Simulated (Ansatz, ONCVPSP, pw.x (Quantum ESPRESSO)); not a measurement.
## From atom to crystal: ONCV potential for Si

silicon (Si), optimised norm-conserving Vanderbilt (ONCV), made with ONCVPSP 4.0.1.1 (patched build) (PBE, scalar-relativistic). Core [Ne], reference 3s2 3p2. Waves: 3s: rc 1.60 bohr, ncon 4, nbas 9, qcut 5 1/bohr, 1 projector; 3p: rc 2.30 bohr, ncon 4, nbas 8, qcut 4.2 1/bohr, 2 projectors, debl 1.6 Ha; d scattering state at 0.08 Ha: rc 2.25 bohr, ncon 5, nbas 8, qcut 3.7 1/bohr, 2 projectors, debl 1.9 Ha. Local part: polynomial inside 1.15 bohr (lpopt 5, dvloc0 4 Ha). Core correction: none.

Atomic tests: cutoffs needed: 8.3 Ha and 10 Ha (the cutoffs (Ha) at which the residual kinetic energy of the hardest occupied pseudo-wave falls to 1 and 0.1 mHa per electron) The cutoffs count occupied waves only; projector 2 of the d channel, the hardest unoccupied one, needs 24 Ha at the loose tolerance.; ghost test: no bound ghost flagged; no localised positive-energy state flagged; largest excitation error: +70 meV (all-electron minus pseudo) for 3s1 3p0, out of 4 test configurations.

Crystal test: fcc Si in pw.x 7.5, no spin, 15³ k-points, Fermi–Dirac smearing 0.01 Ry, cutoffs 35/140 Ry. The reference is all-electron LAPW (Ansatz 0.2.0) with the same functional, mesh and smearing; V0 and B0 come from Birch–Murnaghan fits to the pressures at five volumes. Errors are pseudo minus all-electron; Δ is the rms difference of the E(V) curves that follow from these fits, minima aligned, over ±6 % about the mean V0. Mesh and smearing are coarse, so the numbers serve the comparison and aren't converged zero-temperature values; the lattice is a test structure that the element need not adopt.

```tsv
V (Å³/atom)	P all-electron (GPa)	P pseudo (GPa)
13.704	5.12	5.69
14.064	2.56	3.08
14.425	0.32	0.78
14.786	-1.65	-1.24
15.146	-3.38	-3.02
```

All-electron: a0 = 3.869 Å (V0 = 14.48 Å³/atom), B0 = 82.7 GPa.

Pseudopotential: mean pressure error (GPa): +0.46; a0 (Å): 3.876; a0 error (%): +0.18; B0 error (%): +0.2; Δ (meV/atom): 1.4.

**Question.** At the middle volume, how do free energy and pressure move when the wave cutoff is lowered (ecutrho kept at four times it)?

**Answer.**

```csv
cutoff (Ry),shift of F (meV/atom),shift of P (GPa)
16,+69.6,-3.24
21,+8.0,-0.14
28,+3.4,+0.14
```

The run at the middle volume (120 k-points, 6 iterations) took about 4.5 s on one core of a shared host (Neoverse-N1, 64 threads, 124 GiB, load 58).
